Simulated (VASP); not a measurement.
# Sb (Fm-3m) in VASP: single point with PBEsol

Aim: the single point of Sb with PBEsol.

Everything below comes from runs of VASP 6.6.1. Logs are shortened: lines on timing, memory, paths and dates and some standing lists are left out, and cuts for length are marked.

## (1) The crystal as given

It takes space group Fm-3m (No. 225, cubic). Conventional cell: a = 4.742 Å, b = 4.742 Å, c = 4.742 Å, α = 90.00°, β = 90.00°, γ = 90.00°. Sb (site symmetry m-3m) has 12 Sb at 3.35 Å as nearest neighbours.

This isn't the form of Sb at room conditions, which is rhombohedral.

## (2) Single point, PBEsol

The input, INCAR:

```
SYSTEM = Sb
PREC     = Accurate       ! precision mode
ENCUT    = 520            ! plane-wave cutoff, eV
EDIFF    = 1E-7           ! SCF threshold, eV
ISMEAR   = 0              ! smearing method
SIGMA    = 0.1            ! smearing width, eV
LREAL    = .FALSE.        ! projectors in reciprocal space
LASPH    = .TRUE.         ! aspherical terms in the spheres
NELM     = 100            ! most SCF steps
ALGO     = Fast           ! electronic algorithm
ISIF     = 2              ! what is computed and relaxed
LWAVE    = .FALSE.        ! write WAVECAR
LCHARG   = .FALSE.        ! write CHGCAR
GGA      = PS             ! functional
NBANDS   = 8              ! bands
```

The input, KPOINTS:

```
Automatic mesh
0
G
  6 6 6
  0 0 0
```

The input, POSCAR:

```
Sb
1.0
    0.0000000000      2.3712425216      2.3712425216
    2.3712425216      0.0000000000      2.3712425216
    2.3712425216      2.3712425216      0.0000000000
Sb
1
Direct
    0.0000000000      0.0000000000      0.0000000000
```

Potentials or basis: VASP PAW PBE potentials, release 64 (Sb).

On the command line:

```bash
$ cat potpaw_PBE.64/Sb/POTCAR > POTCAR
$ mpirun -np 1 vasp_std > vasp.out
```

OUTCAR:

```text
SYSTEM = Sb
   PREC = Accurate
   ENCUT = 520
   EDIFF = 1E-7
   ISMEAR = 0
   LREAL = .FALSE.
   LASPH = .TRUE.
   NELM = 100
   ISIF = 2
   GGA = PS

 ion  position               nearest neighbor table
   1  0.000  0.000  0.000-

  LATTYP: Found a face centered cubic cell.
 ALAT       =     4.7424850432

  Lattice vectors:

 A1 = (   0.0000000000,   2.3712425216,   2.3712425216)
 A2 = (   2.3712425216,   0.0000000000,   2.3712425216)
 A3 = (   2.3712425216,   2.3712425216,   0.0000000000)

Analysis of symmetry for initial positions (statically):
=====================================================================
 Subroutine PRICEL returns:
 Original cell was already a primitive cell.

 Routine SETGRP: Setting up the symmetry group for a
 face centered cubic supercell.

 Subroutine GETGRP returns: Found 48 space group operations
 (whereof 48 operations were pure point group operations)
 out of a pool of 48 trial point group operations.

The static configuration has the point symmetry O_h .

Analysis of symmetry for dynamics (positions and initial velocities):
=====================================================================
 Subroutine PRICEL returns:
 Original cell was already a primitive cell.

 Routine SETGRP: Setting up the symmetry group for a
 face centered cubic supercell.

 Subroutine GETGRP returns: Found 48 space group operations
 (whereof 48 operations were pure point group operations)
 out of a pool of 48 trial point group operations.

The dynamic configuration has the point symmetry O_h .

 Subroutine INISYM returns: Found 48 space group operations
 (whereof 48 operations are pure point group operations),
 and found     1 'primitive' translations

----------------------------------------------------------------------------------------

                                     Primitive cell

  volume of cell :      26.6660

  direct lattice vectors                    reciprocal lattice vectors
     0.000000000  2.371242522  2.371242522    -0.210859916  0.210859916  0.210859916
     2.371242522  0.000000000  2.371242522     0.210859916 -0.210859916  0.210859916
     2.371242522  2.371242522  0.000000000     0.210859916  0.210859916 -0.210859916

  length of vectors
     3.353443334  3.353443334  3.353443334     0.365220089  0.365220089  0.365220089

  position of ions in fractional coordinates (direct lattice)
     0.000000000  0.000000000  0.000000000

  ion indices of the primitive-cell ions
   primitive index   ion index
                 1           1

----------------------------------------------------------------------------------------

 KPOINTS: Automatic mesh

Automatic generation of k-mesh.
 Grid dimensions read from file:
 generate k-points for:    6    6    6

 Generating k-lattice:

  Cartesian coordinates                     Fractional coordinates (reciprocal lattice)
    -0.035143319  0.035143319  0.035143319     0.166666667  0.000000000  0.000000000
     0.035143319 -0.035143319  0.035143319     0.000000000  0.166666667  0.000000000
     0.035143319  0.035143319 -0.035143319     0.000000000  0.000000000  0.166666667

  Length of vectors
     0.060870015  0.060870015  0.060870015

  Shift w.r.t. Gamma in fractional coordinates (k-lattice)
     0.000000000  0.000000000  0.000000000

 Subroutine IBZKPT returns following result:
 ===========================================

 Found     16 irreducible k-points:

 Following reciprocal coordinates:
            Coordinates               Weight
  0.000000  0.000000  0.000000      1.000000
  0.166667  0.000000  0.000000      8.000000
  0.333333  0.000000  0.000000      8.000000
  0.500000  0.000000  0.000000      4.000000
  0.166667  0.166667  0.000000      6.000000
  0.333333  0.166667  0.000000     24.000000
  0.500000  0.166667  0.000000     24.000000
 -0.333333  0.166667  0.000000     24.000000
 -0.166667  0.166667  0.000000     12.000000
  0.333333  0.333333  0.000000      6.000000
  0.500000  0.333333  0.000000     24.000000
 -0.333333  0.333333  0.000000     12.000000
  0.500000  0.500000  0.000000      3.000000
  0.500000  0.333333  0.166667     24.000000
 -0.333333  0.333333  0.166667     24.000000
 -0.333333  0.500000  0.166667     12.000000
   k-points           NKPTS =     16   k-points in BZ     NKDIM =     16   number of bands    NBANDS=      8
   number of dos      NEDOS =    301   number of ions     NIONS =      1
   total plane-waves  NPLWV =  21952
   dimension x,y,z NGX =    28 NGY =   28 NGZ =   28
   dimension x,y,z NGXF=    56 NGYF=   56 NGZF=   56
   ions per type =               1
   NGX,Y,Z   is equivalent  to a cutoff of  13.88, 13.88, 13.88 a.u.
   NGXF,Y,Z  is equivalent  to a cutoff of  27.76, 27.76, 27.76 a.u.
 SYSTEM =  Sb
   PREC   = accura    normal or accurate (medium, high low for compatibility)
   ISTART =      0    job   : 0-new  1-cont  2-samecut
   ICHARG =      2    charge: 1-file 2-atom 10-const
   ISPIN  =      1    spin polarized calculation?
   LNONCOLLINEAR =      F non collinear calculations
   LSORBIT =      F    spin-orbit coupling
   LASPH  =      T    aspherical Exc in radial PAW
   ENCUT  =  520.0 eV  38.22 Ry    6.18 a.u.   6.24  6.24  6.24*2*pi/ulx,y,z
   NELM   =    100;   NELMIN=  2; NELMDL= -5     # of ELM steps
   EDIFF  = 0.1E-06   stopping-criterion for ELM
   LREAL  =      F    real-space projection
   EDIFFG = 0.1E-05   stopping-criterion for IOM
   NSW    =      0    number of steps for IOM
   IBRION =     -1    ionic relax: 0-MD 1-quasi-New 2-CG
   NFREE  =      0    steps in history (QN), initial steepest desc. (CG)
   ISIF   =      2    stress and relaxation
   ISYM   =      2    0-nonsym 1-usesym 2-fastsym
   POTIM  = 0.5000    time-step for ionic-motion
   TEBEG  =    0.0;   TEEND  =   0.0 temperature during run
   PSTRESS=    0.0 pullay stress
   NELECT =       5.0000    total number of electrons
   NUPDOWN=      -1.0000    fix difference up-down
   EMIN   =  10.00;   EMAX   =-10.00  energy-range for DOS
   EFERMI =   0.00;   METHOD = LEGACY
   ISMEAR =     0;   SIGMA  =   0.10  broadening in eV -4-tet -1-fermi 0-gaus
   EFERMI_NEDOS =   21; number of points for ismear=-14 and -15
   IALGO  =     68    algorithm
   IMIX   =      4    mixing-type and parameters
     AMIX     =   0.40;   BMIX     =  1.00
     AMIX_MAG =   1.60;   BMIX_MAG =  1.00
  volume/ion in A,a.u.               =      26.67       179.95
  Fermi-wavevector in a.u.,A,eV,Ry     =   0.937013  1.770697 11.945820  0.877993
  Thomas-Fermi vector in A             =   2.064081
   LORBIT       =      0    0 simple, 1 ext, 2 COOP (PROOUT), +10 PAW based schemes
   GGA     = PS    functional components
   LHFCALC =     F    Hartree Fock is set to
   AEXX    =    0.0000 exact exchange contribution
   IVDW    =     0    specifies the selected vdW correction
   LEPSILON=     F    determine dielectric tensor
   LRPA    =     F    only Hartree local field effects (RPA)
 non-spin polarized calculation
 RMM-DIIS sequential band-by-band and
 Gauss-broadening in eV      SIGMA  =   0.10
  energy-cutoff  :      520.00
  volume of cell :       26.67
 maximum number of plane-waves:       745
 NGX is ok and might be reduce to    28
   NGX = 13   NGY = 13   NGZ = 13

 number of electron       5.0000000 magnetization

 Free energy of the ion-electron system (eV)
  ---------------------------------------------------
  ext. energy  EPLUGINS =         0.00000000
  ---------------------------------------------------
  free energy    TOTEN  =        -4.33305217 eV

  energy without entropy =       -4.32312603  energy(sigma->0) =       -4.32808910

 E-fermi :   8.7153     XC(G=0): -10.3779

 val. band max:        8.4245390189   @ k =  -0.1667   0.1667   0.0000
 cond. band min:       8.7190371388   @ k =  -0.3333   0.3333   0.1667
 fundamental gap:      0.2944981199
 Fermi energy:         8.7153133681

 k-point     1 :       0.0000    0.0000    0.0000
  band No.  band energies     occupation
      1      -4.5132      2.00000
      2      13.8877      0.00000
      3      13.8877      0.00000
      4      13.8877      0.00000
      5      18.5229      0.00000
      6      18.5229      0.00000
      7      18.5229      0.00000
      8      18.7502      0.00000

 k-point     2 :       0.1667    0.0000    0.0000
  band No.  band energies     occupation
      1      -3.9602      2.00000
      2      10.1924      0.00000
      3      13.2922      0.00000
      4      13.2922      0.00000
      5      17.0651      0.00000
      6      19.3214      0.00000
      7      19.3214      0.00000
      8      21.0362      0.00000

 k-point     3 :       0.3333    0.0000    0.0000
  band No.  band energies     occupation
      1      -2.3620      2.00000
      2       5.3984      2.00000
      3      12.4859      0.00000
      4      12.4859      0.00000
      5      16.6599      0.00000
      6      18.2593      0.00000
      7      18.2593      0.00000
      8      19.1351      0.00000

 k-point     4 :       0.5000    0.0000    0.0000
  band No.  band energies     occupation
      1      -0.7047      2.00000
      2       2.6124      2.00000
      3      12.1764      0.00000
      4      12.1764      0.00000
      5      16.7445      0.00000
      6      17.6478      0.00000
      7      17.6478      0.00000
      8      18.1357      0.00000

 k-point     5 :       0.1667    0.1667    0.0000
  band No.  band energies     occupation
      1      -3.7748      2.00000
      2      11.4705      0.00000
      3      11.8609      0.00000
      4      11.8609      0.00000
      5      15.5512      0.00000
      6      17.4680      0.00000
      7      21.1979      0.00000
      8      21.1979      0.00000

 k-point     6 :       0.3333    0.1667    0.0000
  band No.  band energies     occupation
      1      -2.5131      2.00000
      2       7.1994      2.00000
      3      10.8638      0.00000
      4      10.9263      0.00000
      5      15.2292      0.00000
      6      17.4099      0.00000
      7      21.0561      0.00000
      8      21.0973      0.00000

 k-point     7 :       0.5000    0.1667    0.0000
  band No.  band energies     occupation
      1      -0.5694      2.00000
      2       3.5266      2.00000
      3       9.4401      0.00000
      4      10.9638      0.00000
      5      14.9684      0.00000
      6      19.4615      0.00000
      7      19.6318      0.00000
      8      21.9031      0.00000

 k-point     8 :      -0.3333    0.1667    0.0000
  band No.  band energies     occupation
      1      -1.2114      2.00000
      2       4.5457      2.00000
      3       8.7907      0.28660
      4      11.9744      0.00000
      5      15.8786      0.00000
      6      19.0186      0.00000
      7      19.0621      0.00000
      8      22.3789      0.00000

 k-point     9 :      -0.1667    0.1667    0.0000
  band No.  band energies     occupation
      1      -3.0518      2.00000
      2       8.4245      1.99996
      3       9.5858      0.00000
      4      13.3985      0.00000
      5      17.8488      0.00000
      6      18.4152      0.00000
      7      19.3486      0.00000
      8      19.5662      0.00000

 k-point    10 :       0.3333    0.3333    0.0000
  band No.  band energies     occupation
      1      -1.6105      2.00000
      2       7.0870      2.00000
      3       9.6720      0.00000
      4       9.6720      0.00000
      5      13.7088      0.00000
      6      13.7202      0.00000
      7      24.6988      0.00000
      8      24.7022      0.00000

 k-point    11 :       0.5000    0.3333    0.0000
  band No.  band energies     occupation
      1       0.1116      2.00000
      2       4.8124      2.00000
      3       7.1159      2.00000
      4       9.4486      0.00000
      5      13.3672      0.00000
      6      16.1785      0.00000
      7      23.3544      0.00000
      8      24.2566      0.00000

 k-point    12 :      -0.3333    0.3333    0.0000
  band No.  band energies     occupation
      1       0.4638      2.00000
      2       4.9752      2.00000
      3       5.1218      2.00000
      4      10.3360      0.00000
      5      14.1019      0.00000
      6      20.7570      0.00000
      7      22.2037      0.00000
      8      22.6672      0.00000

 k-point    13 :       0.5000    0.5000    0.0000
  band No.  band energies     occupation
      1       0.9464      2.00000
      2       3.5206      2.00000
      3       8.8777      0.02167
      4       8.8777      0.02167
      5      12.6388      0.00000
      6      13.1141      0.00000
      7      26.2100      0.00000
      8      26.8593      0.00000

 k-point    14 :       0.5000    0.3333    0.1667
  band No.  band energies     occupation
      1      -0.9855      2.00000
      2       5.9915      2.00000
      3       7.3762      2.00000
      4       9.7264      0.00000
      5      16.5015      0.00000
      6      17.1622      0.00000
      7      19.5298      0.00000
      8      24.0333      0.00000

 k-point    15 :      -0.3333    0.3333    0.1667
  band No.  band energies     occupation
      1       0.4886      2.00000
      2       4.0974      2.00000
      3       6.7694      2.00000
      4       8.7190      0.95800
      5      16.6137      0.00000
      6      18.3602      0.00000
      7      21.1105      0.00000
      8      21.8063      0.00000

 k-point    16 :      -0.3333    0.5000    0.1667
  band No.  band energies     occupation
      1       1.1226      2.00000
      2       4.3246      2.00000
      3       6.5940      2.00000
      4       7.3210      2.00000
      5      15.9949      0.00000
      6      16.5558      0.00000
      7      22.1591      0.00000
      8      22.4350      0.00000

------------------------ aborting loop because EDIFF is reached ----------------------------------------

  FORCE on cell =-STRESS in cart. coord.  units (eV):
  Direction    XX          YY          ZZ          XY          YZ          ZX
  --------------------------------------------------------------------------------------
  -------------------------------------------------------------------------------------
  Total       -0.2040401     -0.2040401     -0.2040401     -0.0000000      0.0000000     -0.0000000
  in kB      -12.2593708    -12.2593708    -12.2593708     -0.0000000      0.0000000     -0.0000000
  external PRESSURE =     -12.2593708 kB  Pullay stress =       0.0000000 kB

 VOLUME and BASIS-vectors are now :
 -----------------------------------------------------------------------------
  energy-cutoff  :      520.00
  volume of cell :       26.67
      direct lattice vectors                 reciprocal lattice vectors
     0.000000000  2.371242522  2.371242522    -0.210859916  0.210859916  0.210859916
     2.371242522  0.000000000  2.371242522     0.210859916 -0.210859916  0.210859916
     2.371242522  2.371242522  0.000000000     0.210859916  0.210859916 -0.210859916

 POSITION                                       TOTAL-FORCE (eV/Angst)
 -----------------------------------------------------------------------------------
      0.00000      0.00000      0.00000         0.000000      0.000000      0.000000
 -----------------------------------------------------------------------------------
    total drift:                                0.000000      0.000000      0.000000

  FREE ENERGIE OF THE ION-ELECTRON SYSTEM (eV)
  ---------------------------------------------------
  free  energy   TOTEN  =        -4.3330521661 eV

  energy  without entropy=       -4.3231260317  energy(sigma->0) =       -4.32808910
```

Run time: 4.5 s. Hardware: 1 thread of Intel Xeon Platinum 8488C (Sapphire Rapids), shared host; peak memory 0.15 GiB.

What came out:

```yaml
Free_energy: -4.3331 eV
Pressure: -1.2 GPa
Band_gap_on_the_k_mesh: none (metal or under the smearing width)
```

Caveat: the k mesh is coarse (spacing up to 0.38 Å⁻¹), so the values aren't converged; the PAW data sets were made with another functional, which shifts forces and pressure a little. Spin-orbit coupling is left out, which matters for the levels of Sb.
